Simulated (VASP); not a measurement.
# TaAs (I4_1md) in VASP: further runs

One crystal, TaAs, is run at these levels: PBE; tasks: relaxation of cell and atoms.

Program: VASP 6.6.1. These are calculated values, not measurements. Logs are shortened: lines on timing, memory, paths and dates and some standing lists are left out, and cuts for length are marked.

### Step 1. The crystal as given

Symmetry: I4_1md, No. 109, tetragonal system. The conventional cell has a = 3.444 Å, b = 3.444 Å, c = 11.736 Å, α = 90.00°, β = 90.00°, γ = 90.00°. Around Ta (site symmetry 2mm) lie 6 As at 2.61 to 2.62 Å. As (site symmetry 2mm) is surrounded by 6 Ta at 2.61 to 2.62 Å.

The cell is a database's computed one.

### Step 2. Relaxation of cell and atoms, PBE

Input file INCAR:

```
SYSTEM = TaAs
PREC     = Accurate       ! precision mode
ENCUT    = 520            ! plane-wave cutoff, eV
EDIFF    = 1E-7           ! SCF threshold, eV
ISMEAR   = 0              ! smearing method
SIGMA    = 0.1            ! smearing width, eV
LREAL    = .False.        ! projectors in reciprocal space
LASPH    = .True.         ! aspherical terms in the spheres
NELM     = 80             ! most SCF steps
ALGO     = Fast           ! electronic algorithm
ISIF     = 3              ! what is computed and relaxed
LWAVE    = .False.        ! write WAVECAR
LCHARG   = .False.        ! write CHGCAR
GGA      = PE             ! functional
IBRION   = 2              ! ionic algorithm
NSW      = 80             ! ionic steps
EDIFFG   = -0.15          ! ionic threshold
```

Input file KPOINTS:

```
regular mesh
0
Gamma
  18 18 18
  0 0 0
```

Input file POSCAR:

```
TaAs
1.0
   -1.7218133600      1.7218133600      5.8679415400
    1.7218133600     -1.7218133600      5.8679415400
    1.7218133600      1.7218133600     -5.8679415400
Ta As
2 2
Direct
    0.4999673000      0.9999673000      0.5000000000
    0.7499673000      0.7499673000      0.0000000000
    0.0826321200      0.5826321200      0.5000000000
    0.3326321200      0.3326321200      0.0000000000
```

Potentials or basis: VASP PAW PBE potentials, release 64 (Ta_pv, As).

On the command line:

```sh
$ cat potpaw_PBE.64/Ta_pv/POTCAR potpaw_PBE.64/As/POTCAR > POTCAR
$ mpirun -np 1 vasp_std > vasp.out
```

OUTCAR:

```text
SYSTEM = TaAs
   PREC = Accurate
   ENCUT = 520
   EDIFF = 1E-7
   ISMEAR = 0
   LREAL = .False.
   LASPH = .True.
   NELM = 80
   ISIF = 3
   GGA = PE
   IBRION = 2
   NSW = 80
   EDIFFG = -0.15

 ion  position               nearest neighbor table
   1  0.500  1.000  0.500-   4 2.61   4 2.61   3 2.62   3 2.62   3 2.62   3 2.62   2 3.40   2 3.40
                             2 3.40   2 3.40
   2  0.750  0.750  0.000-   3 2.61   3 2.61   4 2.62   4 2.62   4 2.62   4 2.62   1 3.40   1 3.40
                             1 3.40   1 3.40
   3  0.083  0.583  0.500-   2 2.61   2 2.61   1 2.62   1 2.62   1 2.62   1 2.62
   4  0.333  0.333  0.000-   1 2.61   1 2.61   2 2.62   2 2.62   2 2.62   2 2.62

  LATTYP: Found a body centered tetragonal cell.
 ALAT       =     3.4436267200
 C/A-ratio  =     3.4080009345

  Lattice vectors:

 A1 = (  -1.7218133600,   1.7218133600,   5.8679415400)
 A2 = (   1.7218133600,  -1.7218133600,   5.8679415400)
 A3 = (   1.7218133600,   1.7218133600,  -5.8679415400)

Analysis of symmetry for initial positions (statically):
=====================================================================
 Subroutine PRICEL returns:
 Original cell was already a primitive cell.

 Routine SETGRP: Setting up the symmetry group for a
 body centered tetragonal supercell.

 Subroutine GETGRP returns: Found  8 space group operations
 (whereof  4 operations were pure point group operations)
 out of a pool of 16 trial point group operations.

The static configuration has the point symmetry C_2v.
 The point group associated with its full space group is C_4v.

Analysis of symmetry for dynamics (positions and initial velocities):
=====================================================================
 Subroutine PRICEL returns:
 Original cell was already a primitive cell.

 Routine SETGRP: Setting up the symmetry group for a
 body centered tetragonal supercell.

 Subroutine GETGRP returns: Found  8 space group operations
 (whereof  4 operations were pure point group operations)
 out of a pool of 16 trial point group operations.

The dynamic configuration has the point symmetry C_2v.
 The point group associated with its full space group is C_4v.

 Subroutine INISYM returns: Found  8 space group operations
 (whereof  4 operations are pure point group operations),
 and found     1 'primitive' translations

----------------------------------------------------------------------------------------

                                     Primitive cell

  volume of cell :      69.5854

  direct lattice vectors                    reciprocal lattice vectors
    -1.721813360  1.721813360  5.867941540     0.000000000  0.290391521  0.085208756
     1.721813360 -1.721813360  5.867941540     0.290391521  0.000000000  0.085208756
     1.721813360  1.721813360 -5.867941540     0.290391521  0.290391521  0.000000000

  length of vectors
     6.353111081  6.353111081  6.353111081     0.302634710  0.302634710  0.410675627

  position of ions in fractional coordinates (direct lattice)
     0.499967300  0.999967300  0.500000000
     0.749967300  0.749967300  0.000000000
     0.082632120  0.582632120  0.500000000
     0.332632120  0.332632120  0.000000000

  ion indices of the primitive-cell ions
   primitive index   ion index
                 1           1
                 2           2
                 3           3
                 4           4

----------------------------------------------------------------------------------------

 KPOINTS: regular mesh

Automatic generation of k-mesh.
 Grid dimensions read from file:
 generate k-points for:   18   18   18

 Generating k-lattice:

  Cartesian coordinates                     Fractional coordinates (reciprocal lattice)
     0.000000000  0.016132862  0.004733820     0.055555556  0.000000000 -0.000000000
     0.016132862  0.000000000  0.004733820     0.000000000  0.055555556 -0.000000000
     0.016132862  0.016132862  0.000000000     0.000000000  0.000000000  0.055555556

  Length of vectors
     0.016813039  0.016813039  0.022815313

  Shift w.r.t. Gamma in fractional coordinates (k-lattice)
     0.000000000  0.000000000  0.000000000

 Subroutine IBZKPT returns following result:
 ===========================================

 Found    480 irreducible k-points:

 Following reciprocal coordinates:
            Coordinates               Weight
  0.000000  0.000000  0.000000      1.000000
  0.055556  0.000000 -0.000000      8.000000
  0.111111  0.000000 -0.000000      8.000000
  0.166667  0.000000  0.000000      8.000000
  0.222222 -0.000000  0.000000      8.000000
  0.277778  0.000000 -0.000000      8.000000
[... 16 lines left out ...]
 -0.277778  0.055556  0.000000     16.000000
 -0.222222  0.055556 -0.000000     16.000000
 [... further k-points ...]
   k-points           NKPTS =    480   k-points in BZ     NKDIM =    480   number of bands    NBANDS=     20
   number of dos      NEDOS =    301   number of ions     NIONS =      4
   total plane-waves  NPLWV = 110592
   dimension x,y,z NGX =    48 NGY =   48 NGZ =   48
   dimension x,y,z NGXF=    96 NGYF=   96 NGZF=   96
   ions per type =               2   2
   NGX,Y,Z   is equivalent  to a cutoff of  12.56, 12.56, 12.56 a.u.
   NGXF,Y,Z  is equivalent  to a cutoff of  25.12, 25.12, 25.12 a.u.
 SYSTEM =  TaAs
   PREC   = accura    normal or accurate (medium, high low for compatibility)
   ISTART =      0    job   : 0-new  1-cont  2-samecut
   ICHARG =      2    charge: 1-file 2-atom 10-const
   ISPIN  =      1    spin polarized calculation?
   LNONCOLLINEAR =      F non collinear calculations
   LSORBIT =      F    spin-orbit coupling
   LASPH  =      T    aspherical Exc in radial PAW
   ENCUT  =  520.0 eV  38.22 Ry    6.18 a.u.  11.81 11.81 11.81*2*pi/ulx,y,z
   NELM   =     80;   NELMIN=  2; NELMDL= -5     # of ELM steps
   EDIFF  = 0.1E-06   stopping-criterion for ELM
   LREAL  =      F    real-space projection
   EDIFFG = -.1E+00   stopping-criterion for IOM
   NSW    =     80    number of steps for IOM
   IBRION =      2    ionic relax: 0-MD 1-quasi-New 2-CG
   NFREE  =      1    steps in history (QN), initial steepest desc. (CG)
   ISIF   =      3    stress and relaxation
   ISYM   =      2    0-nonsym 1-usesym 2-fastsym
   POTIM  = 0.5000    time-step for ionic-motion
   TEBEG  =    0.0;   TEEND  =   0.0 temperature during run
   PSTRESS=    0.0 pullay stress
   NELECT =      32.0000    total number of electrons
   NUPDOWN=      -1.0000    fix difference up-down
   EMIN   =  10.00;   EMAX   =-10.00  energy-range for DOS
   EFERMI =   0.00;   METHOD = LEGACY
   ISMEAR =     0;   SIGMA  =   0.10  broadening in eV -4-tet -1-fermi 0-gaus
   EFERMI_NEDOS =   21; number of points for ismear=-14 and -15
   IALGO  =     68    algorithm
   IMIX   =      4    mixing-type and parameters
     AMIX     =   0.40;   BMIX     =  1.00
     AMIX_MAG =   1.60;   BMIX_MAG =  1.00
  volume/ion in A,a.u.               =      17.40       117.40
  Fermi-wavevector in a.u.,A,eV,Ry     =   1.263627  2.387909 21.725142  1.596753
  Thomas-Fermi vector in A             =   2.396974
   LORBIT       =      0    0 simple, 1 ext, 2 COOP (PROOUT), +10 PAW based schemes
   GGA     = PE    functional components
   LHFCALC =     F    Hartree Fock is set to
   AEXX    =    0.0000 exact exchange contribution
   IVDW    =     0    specifies the selected vdW correction
   LEPSILON=     F    determine dielectric tensor
   LRPA    =     F    only Hartree local field effects (RPA)
 conjugate gradient relaxation of ions
 non-spin polarized calculation
 RMM-DIIS sequential band-by-band and
 Gauss-broadening in eV      SIGMA  =   0.10
  energy-cutoff  :      520.00
  volume of cell :       69.59
 maximum number of plane-waves:      1896
   NGX = 23   NGY = 23   NGZ = 23

--------------------------------------- Ionic step        1  -------------------------------------------

 number of electron      32.0000002 magnetization

 Free energy of the ion-electron system (eV)
  ---------------------------------------------------
  ext. energy  EPLUGINS =         0.00000000
  ---------------------------------------------------
  free energy    TOTEN  =       -35.10949853 eV

  energy without entropy =      -35.10782910  energy(sigma->0) =      -35.10866381

------------------------ aborting loop because EDIFF is reached ----------------------------------------

  FORCE on cell =-STRESS in cart. coord.  units (eV):
  Direction    XX          YY          ZZ          XY          YZ          ZX
  --------------------------------------------------------------------------------------
  -------------------------------------------------------------------------------------
  Total        1.2904070      1.2904070      0.7730615      0.0000000      0.0000000      0.0000000
  in kB       29.7111444     29.7111444     17.7994545      0.0000000      0.0000000      0.0000000
  external PRESSURE =      25.7405811 kB  Pullay stress =       0.0000000 kB
[... 61 lines left out ...]
  energy  without entropy=      -35.0887937592  energy(sigma->0) =      -35.08965793

--------------------------------------- Ionic step        3  -------------------------------------------

 number of electron      32.0000002 magnetization

 Free energy of the ion-electron system (eV)
  ---------------------------------------------------
  ext. energy  EPLUGINS =         0.00000000
  ---------------------------------------------------
  free energy    TOTEN  =       -35.11770090 eV

  energy without entropy =      -35.11601307  energy(sigma->0) =      -35.11685698

 E-fermi :   6.8391     XC(G=0): -11.8402

 val. band max:        6.8352530114   @ k =  -0.3333   0.4444   0.3333
 cond. band min:       6.8411022375   @ k =  -0.1111   0.5000   0.1111
 fundamental gap:      0.0058492260
 Fermi energy:         6.8390915925

 k-point     1 :       0.0000    0.0000    0.0000
  band No.  band energies     occupation
      1     -28.1700      2.00000
      2     -28.1376      2.00000
      3     -28.1376      2.00000
      4     -27.9935      2.00000
      5     -27.9935      2.00000
      6     -27.9458      2.00000
[... 12 lines left out ...]
     19       9.1313      0.00000
[... 513 lines left out ...]
      4     -28.0504      2.00000
      5     -27.9911      2.00000
      6     -27.9524      2.00000
[... 12 lines left out ...]
     19       8.5202      0.00000
     20       9.2432      0.00000

 [... further k-points ...]

------------------------ aborting loop because EDIFF is reached ----------------------------------------

  FORCE on cell =-STRESS in cart. coord.  units (eV):
  Direction    XX          YY          ZZ          XY          YZ          ZX
  --------------------------------------------------------------------------------------
  -------------------------------------------------------------------------------------
  Total        0.0398962      0.0398962     -0.1666449      0.0000000      0.0000000      0.0000000
  in kB        0.9056478      0.9056478     -3.7828596      0.0000000      0.0000000      0.0000000
  external PRESSURE =      -0.6571880 kB  Pullay stress =       0.0000000 kB
[... 19 lines left out ...]
  FREE ENERGIE OF THE ION-ELECTRON SYSTEM (eV)
  ---------------------------------------------------
  free  energy   TOTEN  =       -35.1177008958 eV

  energy  without entropy=      -35.1160130679  energy(sigma->0) =      -35.11685698

 reached required accuracy - stopping structural energy minimisation
```

Wall time 52 min (1 thread of Intel Xeon 6975P-C (Granite Rapids), shared host); peak memory 0.88 GiB.

Results:

```
Free energy                            : -35.1177 eV
Relaxed volume                         : 17.65 Å³/atom
Relaxed cell                           : a = 6.376 Å, b = 6.376 Å, c = 6.376 Å, α = 148.49°, β = 148.49°, γ = 45.16°
Space group after relaxing (to 0.05 Å) : I4_1md (No. 109)
Energy gained by relaxing              : 2.1 meV/atom
Ionic steps                            : 3
Pressure after relaxing                : -0.1 GPa
Largest force after relaxing           : 0.023 eV/Å
Band gap on the k mesh                 : none (metal or under the smearing width)
```

Forces in eV/Å, atoms in the order of the input:
```
Ta   0.000  0.000  0.023
Ta   0.000  0.000  0.023
As   0.000  0.000 -0.023
As   0.000  0.000 -0.023
```

The path:
| step | energy change (eV) | largest force (eV/Å) | pressure (GPa) | volume (Å³) |
| --- | --- | --- | --- | --- |
| 1 | 0.0000 | 0.0251 | 2.57 | 69.59 |
| 2 | 0.0190 | 0.0157 | -4.48 | 72.44 |
| 3 | -0.0082 | 0.0228 | -0.07 | 70.58 |

Final structure:
```
CELL_PARAMETERS angstrom
-1.73124 1.73124 5.88719
1.73124 -1.73124 5.88719
1.73124 1.73124 -5.88719
ATOMIC_POSITIONS crystal
Ta 0.50000 0.00000 0.50000
Ta 0.75000 0.75000 0.00000
As 0.08260 0.58260 0.50000
As 0.33260 0.33260 0.00000
```

Levels at points of the mesh, in eV from the Fermi level:
```
           k point  band 13  band 14  band 15  band 16  band 17  band 18  band 19  band 20
(0.00, 0.00, 0.00)    -2.30    -1.91    -1.62    -1.62     0.89     1.54     2.29     3.30
(0.50, 0.00, 0.00)    -2.41    -2.30    -1.54    -0.27     0.13     1.35     2.21     2.40
(0.50, 0.50, 0.00)    -3.17    -3.17    -1.12    -1.12     2.74     2.74     3.01     3.02
(0.50, 0.50, 0.50)    -2.74    -2.74    -0.94    -0.94     1.20     1.20     2.25     2.25
```

Caveat: the relaxation stopped at a loose force limit of 0.15 eV/Å, so its end isn't a converged minimum. Spin-orbit coupling is left out, which matters for the levels of Ta.

### Step 3. Relaxation of cell and atoms, PBE

This run uses another cell than the first one, of 17.65 Å³/atom, 1.014 times its volume.

INCAR is that of step 2.

KPOINTS is that of step 2.

Input file POSCAR:

```
TaAs                                    
1.0
   -1.7312399569      1.7312399569      5.8871876052
    1.7312399569     -1.7312399569      5.8871876052
    1.7312399569      1.7312399569     -5.8871876052
  Ta              As            
     2     2
Direct
     0.5000042752795101    0.0000042752795100    0.5000000000000000
     0.7500042752795101    0.7500042752795101    0.0000000000000000
     0.0825951447204910    0.5825951447204910    0.5000000000000000
     0.3325951447204911    0.3325951447204911    0.0000000000000000
```

Potentials or basis: VASP PAW PBE potentials, release 64 (Ta_pv, As).

On the command line:

```sh
$ cat potpaw_PBE.64/Ta_pv/POTCAR potpaw_PBE.64/As/POTCAR > POTCAR
$ mpirun -np 1 vasp_std > vasp.out
```

Run time: 14 min. Hardware: 1 thread of Intel Xeon 6975P-C (Granite Rapids), shared host; peak memory 0.84 GiB.

Results (log left out):

```yaml
Free_energy: -35.1179 eV
Pressure_after_relaxing: -0.1 GPa
Largest_force_after_relaxing: 0.023 eV/Å
Band_gap_on_the_k_mesh: none (metal or under the smearing width)
```

Forces in eV/Å, atoms in the order of the input:
```
Ta   0.000  0.000  0.023
Ta   0.000  0.000  0.023
As   0.000  0.000 -0.023
As   0.000  0.000 -0.023
```

Stress tensor (GPa, compression positive):
```
 0.09  0.00  0.00
 0.00  0.09  0.00
 0.00  0.00 -0.38
```

Final structure:
```
CELL_PARAMETERS angstrom
-1.73124 1.73124 5.88719
1.73124 -1.73124 5.88719
1.73124 1.73124 -5.88719
ATOMIC_POSITIONS crystal
Ta 0.50000 0.00000 0.50000
Ta 0.75000 0.75000 0.00000
As 0.08260 0.58260 0.50000
As 0.33260 0.33260 0.00000
```

Levels at points of the mesh, in eV from the Fermi level:
| k point | band 14 | band 15 | band 16 | band 17 | band 18 | band 19 |
| --- | --- | --- | --- | --- | --- | --- |
| (0.00, 0.00, 0.00) | -1.91 | -1.62 | -1.62 | 0.89 | 1.54 | 2.29 |
| (0.50, 0.00, 0.00) | -2.30 | -1.54 | -0.27 | 0.13 | 1.35 | 2.21 |
| (0.50, 0.50, 0.00) | -3.17 | -1.12 | -1.12 | 2.78 | 2.80 | 3.33 |
| (0.50, 0.50, 0.50) | -2.74 | -0.94 | -0.94 | 1.20 | 1.20 | 2.27 |

Caveat: the relaxation stopped at its first step, so nothing moved; the relaxation stopped at a loose force limit of 0.15 eV/Å, so its end isn't a converged minimum.
